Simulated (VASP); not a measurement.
# Pd (Im-3m) in VASP: a series of runs

One crystal, Pd, is run at these levels: PBE; tasks: single point.

Everything below comes from runs of VASP 6.6.1. Logs are shortened: lines on timing, memory, paths and dates and some standing lists are left out, and cuts for length are marked.

## 1. Starting point

It takes space group Im-3m (No. 229, cubic). The conventional cell has a = 3.145 Å, b = 3.145 Å, c = 3.145 Å, α = 90.00°, β = 90.00°, γ = 90.00°. Pd (site symmetry m-3m) is surrounded by 8 Pd at 2.72 Å.

This isn't the form of Pd at room conditions, which is fcc.

## 2. Single point, PBE

INCAR

```
SYSTEM = Pd
PREC = Accurate ; ENCUT = 460
EDIFF = 1E-6 ; ISMEAR = 0
SIGMA = 0.2 ; LREAL = .FALSE.
LASPH = .TRUE. ; NELM = 100
ALGO = Normal ; ISIF = 2
LWAVE = .FALSE. ; LCHARG = .FALSE.
GGA = PE ; ADDGRID = .FALSE.
```

KPOINTS

```
Automatic mesh
0
G
  15 15 15
  0 0 0
```

POSCAR

```
Pd
1.0
   -1.5345420000      1.5703810000      1.5719130000
    1.5565800000     -1.5514420000      1.5750130000
    1.5718420000      1.5887420000     -1.5529740000
Pd
1
Direct
    0.0275280000      0.0634310000      0.0341390000
```

Potentials or basis: VASP PAW PBE potentials, release 64 (Pd).

Launch:

```
$ cat potpaw_PBE.64/Pd/POTCAR > POTCAR
$ mpirun -np 1 vasp_std > vasp.out
```

OUTCAR:

```text
SYSTEM = Pd
   PREC = Accurate
   ENCUT = 460
   EDIFF = 1E-6
   ISMEAR = 0
   LREAL = .FALSE.
   LASPH = .TRUE.
   NELM = 100
   ISIF = 2
   GGA = PE

 Found   1688 irreducible k-points:

 Following reciprocal coordinates:
            Coordinates               Weight
  0.000000  0.000000  0.000000      1.000000
  0.066667  0.000000  0.000000      2.000000
  0.133333  0.000000  0.000000      2.000000
  0.200000  0.000000  0.000000      2.000000
  0.266667  0.000000  0.000000      2.000000
  0.333333  0.000000  0.000000      2.000000
   k-points           NKPTS =   1688   k-points in BZ     NKDIM =   1688   number of bands    NBANDS=      9
   number of dos      NEDOS =    301   number of ions     NIONS =      1
   total plane-waves  NPLWV =   8000
   dimension x,y,z NGX =    20 NGY =   20 NGZ =   20
   dimension x,y,z NGXF=    40 NGYF=   40 NGZF=   40
   ions per type =               1
   NGX,Y,Z   is equivalent  to a cutoff of  12.31, 12.30, 12.22 a.u.
   NGXF,Y,Z  is equivalent  to a cutoff of  24.63, 24.59, 24.43 a.u.
 SYSTEM =  Pd
   PREC   = accura    normal or accurate (medium, high low for compatibility)
   ISTART =      0    job   : 0-new  1-cont  2-samecut
   ICHARG =      2    charge: 1-file 2-atom 10-const
   ISPIN  =      1    spin polarized calculation?
   LNONCOLLINEAR =      F non collinear calculations
   LSORBIT =      F    spin-orbit coupling
   LASPH  =      T    aspherical Exc in radial PAW
   ENCUT  =  460.0 eV  33.81 Ry    5.81 a.u.   4.72  4.73  4.76*2*pi/ulx,y,z
   NELM   =    100;   NELMIN=  2; NELMDL= -5     # of ELM steps
   EDIFF  = 0.1E-05   stopping-criterion for ELM
   LREAL  =      F    real-space projection
   EDIFFG = 0.1E-04   stopping-criterion for IOM
   NSW    =      0    number of steps for IOM
   IBRION =     -1    ionic relax: 0-MD 1-quasi-New 2-CG
   NFREE  =      0    steps in history (QN), initial steepest desc. (CG)
   ISIF   =      2    stress and relaxation
   ISYM   =      2    0-nonsym 1-usesym 2-fastsym
   POTIM  = 0.5000    time-step for ionic-motion
   TEBEG  =    0.0;   TEEND  =   0.0 temperature during run
   PSTRESS=    0.0 pullay stress
   NELECT =      10.0000    total number of electrons
   NUPDOWN=      -1.0000    fix difference up-down
   EMIN   =  10.00;   EMAX   =-10.00  energy-range for DOS
   EFERMI =   0.00;   METHOD = LEGACY
   ISMEAR =     0;   SIGMA  =   0.20  broadening in eV -4-tet -1-fermi 0-gaus
   EFERMI_NEDOS =   21; number of points for ismear=-14 and -15
   IALGO  =     38    algorithm
   IMIX   =      4    mixing-type and parameters
     AMIX     =   0.40;   BMIX     =  1.00
     AMIX_MAG =   1.60;   BMIX_MAG =  1.00
  volume/ion in A,a.u.               =      15.55       104.92
  Fermi-wavevector in a.u.,A,eV,Ry     =   1.413160  2.670485 27.171118  1.997021
  Thomas-Fermi vector in A             =   2.534834
   LORBIT       =      0    0 simple, 1 ext, 2 COOP (PROOUT), +10 PAW based schemes
   GGA     = PE    functional components
   LHFCALC =     F    Hartree Fock is set to
   AEXX    =    0.0000 exact exchange contribution
   IVDW    =     0    specifies the selected vdW correction
   LEPSILON=     F    determine dielectric tensor
   LRPA    =     F    only Hartree local field effects (RPA)
 non-spin polarized calculation
 Gauss-broadening in eV      SIGMA  =   0.20
  energy-cutoff  :      460.00
  volume of cell :       15.55
 maximum number of plane-waves:       370
   NGX =  9   NGY =  9   NGZ =  9

 number of electron      10.0000000 magnetization

 Free energy of the ion-electron system (eV)
  ---------------------------------------------------
  ext. energy  EPLUGINS =         0.00000000
  ---------------------------------------------------
  free energy    TOTEN  =        -5.18466128 eV

  energy without entropy =       -5.15890040  energy(sigma->0) =       -5.17178084

 E-fermi :   8.9082     XC(G=0): -12.8529

 val. band max:        8.9049961776   @ k =   0.2667  -0.1333   0.4667
 cond. band min:       8.9083797165   @ k =   0.2000  -0.3333   0.2000
 fundamental gap:      0.0033835390
 Fermi energy:         8.9081991598

 k-point     1 :       0.0000    0.0000    0.0000
  band No.  band energies     occupation
      1       2.1898      2.00000
      2       6.0441      2.00000
      3       6.1377      2.00000
      4       6.3844      2.00000
      5       8.0101      2.00000
      6       8.0746      2.00000
      7      27.9461      0.00000
      8      28.0917      0.00000
      9      28.5299      0.00000

 k-point     2 :       0.0667    0.0000    0.0000
  band No.  band energies     occupation
      1       2.3497      2.00000
      2       6.0560      2.00000
      3       6.1112      2.00000
      4       6.4592      2.00000
      5       7.9549      2.00000
      6       8.0767      2.00000
      7      27.8618      0.00000
      8      28.1001      0.00000
      9      28.6539      0.00000

 k-point     3 :       0.1333    0.0000    0.0000
  band No.  band energies     occupation
      1       2.8041      2.00000
      2       5.9434      2.00000
      3       6.1319      2.00000
      4       6.7330      2.00000
      5       7.8333      2.00000
      6       8.0874      2.00000
      7      27.1562      0.00000
      8      28.0136      0.00000
      9      29.0820      0.00000

 k-point     4 :       0.2000    0.0000    0.0000
  band No.  band energies     occupation
      1       3.4464      2.00000
      2       5.7501      2.00000
      3       6.2015      2.00000
      4       7.2098      2.00000
      5       7.7451      2.00000
      6       8.1109      2.00000
      7      25.4533      0.00000
      8      27.3638      0.00000
      9      29.8240      0.00000

 k-point     5 :       0.2667    0.0000    0.0000
  band No.  band energies     occupation
      1       3.9941      2.00000
      2       5.5332      2.00000
      3       6.5677      2.00000
      4       7.7479      2.00000
      5       7.8269      2.00000
      6       8.1486      2.00000
      7      23.0722      0.00000
      8      26.3211      0.00000
      9      30.5372      0.00000

 k-point     6 :       0.3333    0.0000    0.0000
  band No.  band energies     occupation
      1       4.1612      2.00000
      2       5.3327      2.00000
      3       7.4928      2.00000
      4       7.8692      2.00000
      5       8.1942      2.00000
      6       8.4796      1.99756
      7      20.5301      0.00000
      8      25.3044      0.00000
      9      28.7351      0.00000

 [... further k-points ...]

------------------------ aborting loop because EDIFF is reached ----------------------------------------

  FORCE on cell =-STRESS in cart. coord.  units (eV):
  Direction    XX          YY          ZZ          XY          YZ          ZX
  --------------------------------------------------------------------------------------
  -------------------------------------------------------------------------------------
  Total       -0.1150185     -0.0922228     -0.0972337     -0.2065748     -0.0928663     -0.1114726
  in kB      -11.8529861     -9.5038172    -10.0202107    -21.2881168     -9.5701335    -11.4875701
  external PRESSURE =     -10.4590047 kB  Pullay stress =       0.0000000 kB

 VOLUME and BASIS-vectors are now :
 -----------------------------------------------------------------------------
  energy-cutoff  :      460.00
  volume of cell :       15.55
      direct lattice vectors                 reciprocal lattice vectors
    -1.534542000  1.570381000  1.571913000    -0.005977961  0.314720194  0.315918219
     1.556580000 -1.551442000  1.575013000     0.317494029 -0.005640589  0.315580949
     1.571842000  1.588742000 -1.552974000     0.315948875  0.312837667 -0.004095334

 POSITION                                       TOTAL-FORCE (eV/Angst)
 -----------------------------------------------------------------------------------
      0.11015     -0.00094      0.09016         0.000000      0.000000     -0.000000
 -----------------------------------------------------------------------------------
    total drift:                                0.000001      0.000007      0.000004

  FREE ENERGIE OF THE ION-ELECTRON SYSTEM (eV)
  ---------------------------------------------------
  free  energy   TOTEN  =        -5.1846612795 eV

  energy  without entropy=       -5.1589003986  energy(sigma->0) =       -5.17178084
```

It took 3.5 min on 1 thread of Intel Xeon Platinum 8375C at 2.90GHz (Ice Lake), shared host; peak memory 0.32 GiB.

These settings aren't checked as converged: the numbers below hold their error.

Results:

```
Free energy            : -5.1847 eV
Pressure               : -1.0 GPa
Band gap on the k mesh : none (metal or under the smearing width)
```

## 3. Single point, PBE

Edit INCAR of step 2 so:

```diff
@@ -3,3 +3,3 @@
 EDIFF = 1E-6 ; ISMEAR = 0
-SIGMA = 0.2 ; LREAL = .FALSE.
+SIGMA = 0.05 ; LREAL = .FALSE.
 LASPH = .TRUE. ; NELM = 100
```

KPOINTS is that of step 2.

POSCAR

```
Pd
1.0
   -1.5722810000      1.5722810000      1.5722810000
    1.5722810000     -1.5722810000      1.5722810000
    1.5722810000      1.5722810000     -1.5722810000
Pd
1
Direct
    0.0000000000      0.0000000000      0.0000000000
```

Potentials or basis: VASP PAW PBE potentials, release 64 (Pd).

Launch:

```
$ cat potpaw_PBE.64/Pd/POTCAR > POTCAR
$ mpirun -np 1 vasp_std > vasp.out
```

Wall time 20 s (1 thread of Intel Xeon Platinum 8375C at 2.90GHz (Ice Lake), shared host); peak memory 0.13 GiB.

These settings aren't checked as converged: the numbers below hold their error.

Results:

```yaml
Free_energy: -5.1760 eV
Pressure: -1.4 GPa
Band_gap_on_the_k_mesh: none (metal or under the smearing width)
```

## 4. Single point, PBE

INCAR is that of step 3.

KPOINTS is that of step 3.

POSCAR

```
Pd
1.0
   -1.5345420000      1.5703810000      1.5719130000
    1.5565800000     -1.5514420000      1.5750130000
    1.5718420000      1.5887420000     -1.5529740000
Pd
1
Direct
    0.0275280000      0.0634310000      0.0341390000
```

Launch:

```
$ cat potpaw_PBE.64/Pd/POTCAR > POTCAR
$ mpirun -np 1 vasp_std > vasp.out
```

Wall time 2.9 min (1 thread of Intel Xeon Platinum 8375C at 2.90GHz (Ice Lake), shared host); peak memory 0.32 GiB.

These settings aren't checked as converged: the numbers below hold their error.

Results:

```
Free energy            : -5.1722 eV
Pressure               : -1.3 GPa
Band gap on the k mesh : none (metal or under the smearing width)
```

## 5. Single point, PBE

Edit INCAR of step 4 so:

```diff
@@ -3,3 +3,3 @@
 EDIFF = 1E-6 ; ISMEAR = 0
-SIGMA = 0.05 ; LREAL = .FALSE.
+SIGMA = 0.02 ; LREAL = .FALSE.
 LASPH = .TRUE. ; NELM = 100
```

KPOINTS is that of step 4.

POSCAR

```
Pd
1.0
   -1.5722810000      1.5722810000      1.5722810000
    1.5722810000     -1.5722810000      1.5722810000
    1.5722810000      1.5722810000     -1.5722810000
Pd
1
Direct
    0.0000000000      0.0000000000      0.0000000000
```

Launch:

```
$ cat potpaw_PBE.64/Pd/POTCAR > POTCAR
$ mpirun -np 1 vasp_std > vasp.out
```

Run time: 16 s. Hardware: 1 thread of Intel Xeon Platinum 8375C at 2.90GHz (Ice Lake), shared host; peak memory 0.13 GiB.

The run converged, but some of its settings lie outside the range that counts as converged, so its numbers aren't taken as properties of the crystal.

Results:

```yaml
Free_energy: -5.1750 eV
Pressure: -1.4 GPa
Band_gap_on_the_k_mesh: none (metal or under the smearing width)
```

## 6. For comparison

An earlier run on the cell as given: functional PBEsol; potentials or basis VASP PAW PBE potentials, release 64 (Pd); cutoff 520 eV; k mesh 12 × 12 × 12; occupations fermi-dirac, width 0.05 eV; no spin polarisation.

- Pressure: -10.3 GPa
- Band gap on the k mesh: none (metal or under the smearing width)
